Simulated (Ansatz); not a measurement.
A single-point run of Ansatz (plane waves, PAW) on a 2-atom cell of GaAs started from a crystallographic database, with the lines that name the functional removed. The geometry is the r2SCAN minimum.

```xyz
2
Lattice="0.0000 2.8331 2.8331 2.8331 0.0000 2.8331 2.8331 2.8331 0.0000" Properties=species:S:1:pos:R:3 pbc="T T T"
Ga    0.0000    0.0000    0.0000
As    1.4165    1.4165    1.4165
```

```
scf.n_extra_bands = 4 over 14 filled bands (N_el = 28.0): the run solves 18 bands
Pseudopotential: Ga, paw, valence charge 13, recommended cutoff 420 eV
Pseudopotential: As, paw, valence charge 15, recommended cutoff 420 eV
Crystal: 2 atoms, lattice volume = 45.479 Å³
Basis set: ecut = 420 eV, 893 PW (Γ)
Symmetry: 24 space group operations
Space group: F-43m (ITA 216)
k-points: 16 of 216 (time reversal used)
hybrid outer 1: dexx = +1.335e-1 eV, tail = 1.02e-3 eV
hybrid outer 2: dexx = +3.783e-5 eV, tail = 2.79e-6 eV, Δε = 1.79e-2 eV
hybrid outer 3: dexx = +1.268e-7 eV, tail = 1.45e-8 eV, Δε = 8.25e-4 eV, ΔF = 1.85e-17 eV/Å
hybrid SCF converged: 3 outer / 14 inner (+4 warm-up)
Free energy (F): -8641.605134 eV
Fermi energy:    5.415110 eV
--- Per-component energies (eV) ---
  E_band       = -463.110675
  E_kinetic    = 218.477674
  E_local      = -3924.627716
  E_nonlocal   = -244.329854
  E_hartree    = 1977.813163
  E_xc         = -81.178423
  E_vxc        = -81.852345
  E_exx        = -151.116927
  E_paw        = -3745.274267
  E_vpaw       = -84.170740
  E_ewald      = -2692.790196
  E_core_change = 1.421541
--- Forces (eV/Å), atoms counted from 1 ---
  atom   1  Ga      0.00000      0.00000      0.00000
  atom   2  As      0.00000      0.00000      0.00000
--- Stress (GPa, compression-positive) ---
       -4.185581       0.000000       0.000000
        0.000000      -4.185581       0.000000
        0.000000       0.000000      -4.185581
  P = ⅓ Tr σ = -4.1856 GPa (-41.856 kbar)
--- Band table (eV; the first three rows and the last of 16) ---
  k-point 0: bands = […, -12.4386, -12.4386, -10.7422, 5.4151, 5.4151, 5.4151, 11.0606, 14.4092, 14.4092, 14.4092]
  k-point 1: bands = […, -12.4395, -12.4395, -10.3316, 2.2864, 4.9509, 4.9509, 12.1264, 15.0781, 15.0781, 15.4447]
  k-point 2: bands = […, -12.4388, -12.4388, -9.2483, -1.4866, 4.2213, 4.2213, 11.6233, 15.5622, 15.5622, 18.4335]
  k-point 15: bands = […, -12.4573, -12.4350, -7.3356, -3.2185, 1.0562, 1.2783, 13.7339, 14.1599, 18.4471, 18.7291]
```

Q: Which level of theory was used?
A. DDH-PBE0
B. HSE06
C. LC-ωPBE
D. PBE

A: C. LC-ωPBE. The exchange loop and the term E_exx show exact exchange. With LC-ωPBE the gap is 5.65 eV and direct, at Γ. Among hybrids the size of the gap and of E_exx follows the share and range of exact exchange. The stress of a hybrid is loosely converged here. The log narrows the family; the member has to be judged from the numbers.

Run as `ansatz run input.yaml --threads 2 --pin off --max-ram 2211MiB --backend cpu --events-out ev --progress --plain --runs-dir out`.

Spin-unpolarised throughout; all numbers are computed.

The runs are scalar-relativistic, without spin-orbit coupling.

The meshes of the hybrids are coarse, so their gaps aren't converged to the digits shown.
